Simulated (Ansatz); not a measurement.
CdO: the change of pressure and energy less free atoms with volume scale

Periodic Kohn-Sham DFT of a crystal at fixed atoms, scaled to volume_scale times the given cell; pressure positive in compression, energy less spherical unpolarised free atoms, largest_vzz the field gradient of largest size among the nuclei. The results are calculated, by Ansatz 0.2.0.

The cell before it is scaled or strained (space group Fm-3m, No. 225):
```
cell vectors (Å)
   0.0000     2.3482     2.3482
   2.3482     0.0000     2.3482
   2.3482     2.3482     0.0000
atoms (fractions of the cell vectors)
Cd  0.00000  0.00000  0.00000
O   0.50000  0.50000  0.50000
```

Settings of every row: method all-electron LAPW; functional PBE; relativity scalar; k mesh 11x11x11; filling fermi-dirac; smearing width 0.02 eV; basis error target 0.5 meV/atom; nucleus gaussian.

Atom start moment: 0 on all atoms.

```csv
row,volume scale,V (Å³/atom),pressure (GPa),energy less free atoms (eV/atom)
1,0.95,12.301,15.312,-3.8342
2,0.975,12.623,10.514,-3.8602
3,1,12.947,?,?
4,1.025,13.27,2.711,-3.8862
5,1.05,13.594,-0.451,-3.8884
```

Question: what pressure and energy less free atoms should row 3 give?

Worked fit of pressure. Take u = (V_r/V)^(2/3) − 1 with V_r = 12.947 Å³ an atom, which is twice the finite (Eulerian) strain; such expansions in the strain, on which the Birch-Murnaghan equation of state is built, carry the rest volume and the bulk modulus. The shown rows have u = 0.03471, 0.01704, -0.01629, -0.03199. Least squares give pressure = 6.3288 + 234.248 × u + 703.33 × u² GPa; a straight line predicts inner rows, each left out in turn, worse (root mean square 0.45 against 0.028 GPa). The rows lie off it by 0.005, -0.011, 0.011, -0.006 (root mean square 0.0087 GPa). The pressure vanishes at u = -0.0297, or V = 13.55 Å³ an atom, and there the bulk modulus at fixed shape and fractions is B = −V dP/dV = (2/3)(1 + u) dP/du = 125 GPa. The withheld row has u = 0, so the fit gives 6.3288 + 234.248 × (0) + 703.33 × (0)² = 6.329 GPa.

The calculation gave 6.342 GPa. The fit lies 0.013 GPa (0.082 % of the column's range) below it; its largest miss of a shown row is 0.011 GPa.

Worked fit of energy less free atoms. Take u = (V_r/V)^(2/3) − 1 with V_r = 12.947 Å³ an atom, which is twice the finite (Eulerian) strain; such expansions in the strain, on which the Birch-Murnaghan equation of state is built, carry the rest volume and the bulk modulus. The shown rows have u = 0.03471, 0.01704, -0.01629, -0.03199. Least squares give energy less free atoms = −3.8772 + 0.7751 × u + 13.326 × u² eV/atom; a straight line predicts inner rows, each left out in turn, worse (root mean square 0.0086 against 0.00021 eV/atom). The rows lie off it by 0.0000, -0.0001, 0.0001, 0.0000. Its lowest point lies at u = -0.0291, or V = 13.53 Å³ an atom, and the curvature there gives the bulk modulus at fixed shape and fractions, B = (4/9)(1 + u)² E″(u)/V = 132 GPa. The withheld row has u = 0, so the fit gives −3.8772 + 0.7751 × (0) + 13.326 × (0)² = -3.8772 eV/atom.

The calculation gave -3.8771 eV/atom. The fit lies 0.0001 eV/atom (0.18 % of the column's range) below it, one unit of the last digit.
